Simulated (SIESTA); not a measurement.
Set up this calculation in SIESTA 5.4.2, as the native input.

```
Task                : single point
Functional          : PBE
Potentials or basis : PseudoDojo 0.4 standard (PBE files)
Basis               : DZP (energy shift 0.003 Ry; two zetas on semicore shells)
Grid cutoff         : 800 Ry
Energy shift        : 0.003 Ry
k mesh              : 10 × 10 × 8
Occupations         : fermi-dirac, width 0.05 eV
Spin                : no spin polarisation
```

The system is Ga.

```
Ga
1.0
     1.45000   -4.06500    0.00000
     1.45000    4.06500    0.00000
     0.00000    0.00000    3.17000
Ga
2
Cartesian
  1.4500 2.9837 2.3775
  1.4500 -2.9837 0.7925
```

This isn't the form of Ga at room conditions, which is orthorhombic.

The input as run:

Ga.fdf

```
SystemName                      Ga
SystemLabel                     Ga
NumberOfSpecies                 1
NumberOfAtoms                   2
%block ChemicalSpeciesLabel
  1  31 Ga
%endblock ChemicalSpeciesLabel

LatticeConstant                 1.0 Ang
%block LatticeVectors
     1.4500000000    -4.0650000000     0.0000000000
     1.4500000000     4.0650000000     0.0000000000
     0.0000000000     0.0000000000     3.1700000000
%endblock LatticeVectors
AtomicCoordinatesFormat         Fractional
%block AtomicCoordinatesAndAtomicSpecies
     0.1330000000     0.8670000000     0.7500000000  1  Ga
     0.8670000000     0.1330000000     0.2500000000  1  Ga
%endblock AtomicCoordinatesAndAtomicSpecies

%block kgrid.MonkhorstPack
   10   0   0  0.0
    0  10   0  0.0
    0   0   8  0.0
%endblock kgrid.MonkhorstPack
XC.Functional                   GGA
XC.Authors                      PBE
PAO.BasisSize                   DZP
PAO.EnergyShift                 0.003 Ry
Mesh.Cutoff                     800 Ry
OccupationFunction              FD
ElectronicTemperature           0.05 eV
MaxSCFIterations                120
SCF.MustConverge                false
SCF.Mixer.Method                Pulay
SCF.Mixer.Weight                0.25
SCF.Mixer.History               8
SCF.DM.Tolerance                5.0e-05
SCF.H.Tolerance                 1.0e-03 eV
WriteForces                     true
Charge.Mulliken                 end
Charge.Hirshfeld                end
Charge.Voronoi                  end
SaveRho                         true
SaveElectrostaticPotential      true
%block PAO.Basis
  Ga 4
  n=4 0 2
    6.575 0.000
  n=4 1 2
    9.448 0.000
  n=3 2 2
    3.582 0.000
  n=4 2 1
    9.448
%endblock PAO.Basis
```

Potentials or basis: PseudoDojo 0.4 standard (PBE files), DZP (energy shift 0.003 Ry; two zetas on semicore shells).

The run is started by

```sh
$ siesta < Ga.fdf > Ga.out 2>&1
```

Results of the run:

```json
{"Pressure": "1.2 GPa", "Largest force": "0.158 eV/Å", "Band gap on the k mesh": "none (metal or under the smearing width)"}
```

Caveat: the basis of atomic orbitals isn't converged, which shifts pressures, moduli and gaps.

Run time: 6.5 min on 1 thread of Arm Neoverse V2 (shared host), peak memory 0.92 GiB.
